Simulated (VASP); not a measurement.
## EuS: single point with PBE

**Measured values to compare with.**

“Crystal-field mediated electronic transitions of EuS up to 35 GPa”, 2022, pmc:8786971 reports, for a powder of EuS at 300 K: band gap 1.72 eV (optical).

Crystal: EuS.

```
CELL_PARAMETERS angstrom
0.00000 2.97850 2.97850
2.97850 0.00000 2.97850
2.97850 2.97850 0.00000
ATOMIC_POSITIONS crystal
Eu 0.00000 0.00000 0.00000
S 0.50000 0.50000 0.50000
```

| Property | Result |
| --- | --- |
| Program | VASP 6.6.1 |
| Task | single point |
| Functional | PBE |
| Potentials or basis | VASP PAW PBE potentials, release 64 (Eu, S) |
| Cutoff | 520 eV |
| k mesh | 8 × 8 × 8 |
| Occupations | fermi-dirac, width 0.05 eV |
| Spin | collinear spin, ferromagnetic start |
| Starting moments | [7.0, 0.0] μB |
| Further INCAR settings | ALGO = Normal; EDIFF = 1e-07; NBANDS = 22 |

```
Pressure                                              : -2.8 GPa
Band gap on the k mesh                                : none (metal or under the smearing width)
Net moment                                            : 6.98 μB per cell
Site moments                                          : Eu +6.59; S -0.07 μB
Valence electrons inside the program's atomic spheres : Eu 14.74; S 3.75
```

Levels at points of the mesh, in eV from the Fermi level:
Spin up:
| k point | band 12 | band 13 | band 14 | band 15 | band 16 | band 17 | band 18 | band 19 |
| --- | --- | --- | --- | --- | --- | --- | --- | --- |
| (0.00, 0.00, 0.00) | -0.28 | 0.03 | 0.03 | 0.03 | 0.77 | 1.04 | 1.04 | 1.04 |
| (0.50, 0.00, 0.00) | -0.32 | -0.32 | -0.29 | -0.28 | 2.91 | 3.19 | 3.61 | 3.61 |
| (0.50, 0.50, 0.00) | -0.34 | -0.34 | -0.30 | -0.11 | -0.11 | 3.05 | 3.19 | 4.48 |
Spin down:
```csv
k point,band 5,band 6,band 7,band 8,band 9,band 10,band 11,band 12
"(0.00, 0.00, 0.00)",-13.49,-2.65,-2.65,-2.65,1.40,1.81,1.81,1.81
"(0.50, 0.00, 0.00)",-12.54,-5.16,-3.77,-3.77,2.83,4.00,4.06,4.06
"(0.50, 0.50, 0.00)",-13.16,-3.78,-3.00,-3.00,-0.18,3.90,3.92,4.23
```

It took 53 s on 1 thread of Intel(R) Xeon(R) Platinum 8559C (Emerald Rapids) (shared host), peak memory 0.24 GiB.

Measured gap of EuS: 1.72 eV (optical; 300 K; powder; “Crystal-field mediated electronic transitions of EuS up to 35 GPa”, 2022, pmc:8786971). This calculation gives 0.00 eV (-1.72 eV). So large a miss can be the level of theory's own, or it may mean another phase, state or a wrong row. Spin-orbit coupling on Eu is left out. The value is that of PBE on a finite k mesh, which can miss the band edges, without temperature or zero-point motion. Semilocal functionals fall short of measured gaps as a rule. The run's magnetic order (collinear spin, ferromagnetic start) needn't be the measured crystal's.

Caveat: spin-orbit coupling is left out, which moves the levels of the heavy elements; a cell with one magnetic atom can't hold antiferromagnetic order, which such compounds often take; without U or exact exchange the open f shell lies at the Fermi level, which spoils levels, moments and volumes. The state reached can hang on the start; a lower one may exist.
